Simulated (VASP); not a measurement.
Here is a VASP 6.6.1 calculation.

Contents of INCAR:

```
ALGO = Fast ; EDIFF = 1E-7
ENCUT = 600 ; GGA = PE
ISIF = 2 ; ISMEAR = -1
LASPH = T ; LCHARG = F
LMAXMIX = 4 ; LREAL = F
LWAVE = F ; NELM = 100
PREC = Accurate ; SIGMA = 0.05
```

KPOINTS

```
k-points
0
Gamma
  12 12 12
```

The input POSCAR:

```
Pt
1.0
    0.0000000000      1.9609000000      1.9609000000
    1.9609000000      0.0000000000      1.9609000000
    1.9609000000      1.9609000000      0.0000000000
Pt
1
Direct
    0.0000000000      0.0000000000      0.0000000000
```

Contents of KPOINTS_OPT:

```
path GXWKGLUWLK,UX
20
line-mode
reciprocal
 0.0000000000  0.0000000000  0.0000000000  G
 0.5000000000  0.0000000000  0.5000000000  X

 0.5000000000  0.0000000000  0.5000000000  X
 0.5000000000  0.2500000000  0.7500000000  W

 0.5000000000  0.2500000000  0.7500000000  W
 0.3750000000  0.3750000000  0.7500000000  K

 0.3750000000  0.3750000000  0.7500000000  K
 0.0000000000  0.0000000000  0.0000000000  G

 0.0000000000  0.0000000000  0.0000000000  G
 0.5000000000  0.5000000000  0.5000000000  L

 0.5000000000  0.5000000000  0.5000000000  L
 0.6250000000  0.2500000000  0.6250000000  U

 0.6250000000  0.2500000000  0.6250000000  U
 0.5000000000  0.2500000000  0.7500000000  W

 0.5000000000  0.2500000000  0.7500000000  W
 0.5000000000  0.5000000000  0.5000000000  L

 0.5000000000  0.5000000000  0.5000000000  L
 0.3750000000  0.3750000000  0.7500000000  K

 0.6250000000  0.2500000000  0.6250000000  U
 0.5000000000  0.0000000000  0.5000000000  X
```

Potentials or basis: VASP PAW PBE potentials, release 64 (Pt_sv_GW).

Launch:

```bash
$ cat potpaw_PBE.64/Pt_sv_GW/POTCAR > POTCAR
$ mpirun -np 1 vasp_std > vasp.out
```

Problem. What does it give for the pressure?

Solution. 9.2 GPa.

Problem. What does it give for the band gap along the path?

Solution. None (metal or under the smearing width).

Levels at the corners of the path, in eV from the Fermi level:
| point | band 7 | band 8 | band 9 | band 10 | band 11 | band 12 |
| --- | --- | --- | --- | --- | --- | --- |
| Γ | -3.81 | -3.81 | -1.65 | -1.65 | 14.61 | 19.56 |
| X | -0.01 | 0.48 | 0.48 | 1.77 | 8.88 | 11.40 |
| X | -0.01 | 0.48 | 0.48 | 1.77 | 8.88 | 11.40 |
| W | -4.57 | -2.03 | 0.48 | 7.11 | 8.28 | 8.28 |
| W | -4.57 | -2.03 | 0.48 | 7.11 | 8.28 | 8.28 |
| K | -2.87 | -1.34 | -0.19 | 5.73 | 6.73 | 10.11 |
| K | -2.87 | -1.34 | -0.19 | 5.73 | 6.73 | 10.11 |
| Γ | -3.81 | -3.81 | -1.65 | -1.65 | 14.61 | 19.56 |
| Γ | -3.81 | -3.81 | -1.65 | -1.65 | 14.61 | 19.56 |
| L | -3.87 | -0.49 | 0.03 | 0.03 | 5.84 | 14.18 |
| L | -3.87 | -0.49 | 0.03 | 0.03 | 5.84 | 14.18 |
| U | -2.87 | -1.34 | -0.19 | 5.73 | 6.73 | 10.11 |
| U | -2.87 | -1.34 | -0.19 | 5.73 | 6.73 | 10.11 |
| W | -4.57 | -2.03 | 0.48 | 7.11 | 8.28 | 8.28 |
| W | -4.57 | -2.03 | 0.48 | 7.11 | 8.28 | 8.28 |
| L | -3.87 | -0.49 | 0.03 | 0.03 | 5.84 | 14.18 |
| L | -3.87 | -0.49 | 0.03 | 0.03 | 5.84 | 14.18 |
| K | -2.87 | -1.34 | -0.19 | 5.73 | 6.73 | 10.11 |
| U | -2.87 | -1.34 | -0.19 | 5.73 | 6.73 | 10.11 |
| X | -0.01 | 0.48 | 0.48 | 1.77 | 8.88 | 11.40 |

Caveat: spin-orbit coupling is left out, which moves the levels of the heavy elements.
